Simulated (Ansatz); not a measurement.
Runs of Ansatz 0.2.0 on Bi. Symmetry: Im-3m, No. 229, cubic system. Conventional cell: a = 3.963 Å, b = 3.963 Å, c = 3.963 Å, α = 90.00°, β = 90.00°, γ = 90.00°. Bi (site symmetry m-3m) has 8 Bi at 3.43 Å as nearest neighbours. This isn't the form of Bi at room conditions, which is rhombohedral.

```csv
task,level,k mesh,smearing,atoms under strain,gap on the mesh (eV),pressure (GPa)
single point,PBE,9 × 9 × 9,gaussian 0.1 eV,-,none,0.9
single point,LDA,9 × 9 × 9,gaussian 0.05 eV,-,none,-3.3
elastic constants,PBEsol,7 × 7 × 7,fermi-dirac 0.05 eV,relaxed,none,-1.0
single point,RPBE,9 × 9 × 9,gaussian 0.1 eV,-,none,(a)
```

Alike in all rows: potentials or basis Ansatz PAW; no spin polarisation; cell as given; cutoff (eV) 420.

Problem. Estimate the missing entries.

Solution. (a) 2.3.

Caveats: spin-orbit coupling is left out, which moves the levels of the heavy elements; the PAW data sets come from PBE, with cores solved anew for the run's functional, which leaves a small shift of forces and pressure (some runs); the elastic tensor has a negative eigenvalue, so either the cell is unstable as it stands or the mesh is too thin (some runs).

A k mesh can miss the band edges, and the runs leave out spin-orbit coupling on Bi.

A gap of «none» marks a metal or a gap under the smearing width.
